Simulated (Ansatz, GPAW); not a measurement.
## Zn: programs and potentials compared

```
CELL_PARAMETERS angstrom
0.00000 1.96478 1.96478
1.96478 0.00000 1.96478
1.96478 1.96478 0.00000
ATOMIC_POSITIONS crystal
Zn 0.00000 0.00000 0.00000
```

This isn't the form of Zn at room conditions, which is hcp.

Alike in all runs: task band structure; functional PBEsol; k mesh 12 × 12 × 12; occupations fermi-dirac, width 0.05 eV; no spin polarisation; no spin-orbit coupling. Pressure is positive in compression and, in plane waves, holds the error of the finite cutoff, which Ansatz's Pulay term estimates and takes out.

| program and potentials | plane-wave cutoff (eV) | notes | pressure (GPa) |
| --- | --- | --- | --- |
| Ansatz, Ansatz PAW | 420 | potentials made for PBE, which Ansatz adapts in part; Pulay term of +0.11 GPa included | -5.19 |
| Ansatz, all-electron LAPW, scalar-relativistic | - | - | -5.17 |
| GPAW, PAW data sets generated for this functional | 600 | - | -5.39 |
| Ansatz, PAW datasets made for the crystal | 240 | - | -5.17 |

The pressure spans -5.39 (GPAW, PAW data sets generated for this functional) to -5.17 GPa (Ansatz, PAW datasets made for the crystal), with all-electron results at -5.17.

Differences between rows come from potentials, basis sets and numerical settings, since the functional is the same but for its coding. Runs on potential files found faulty are left out.
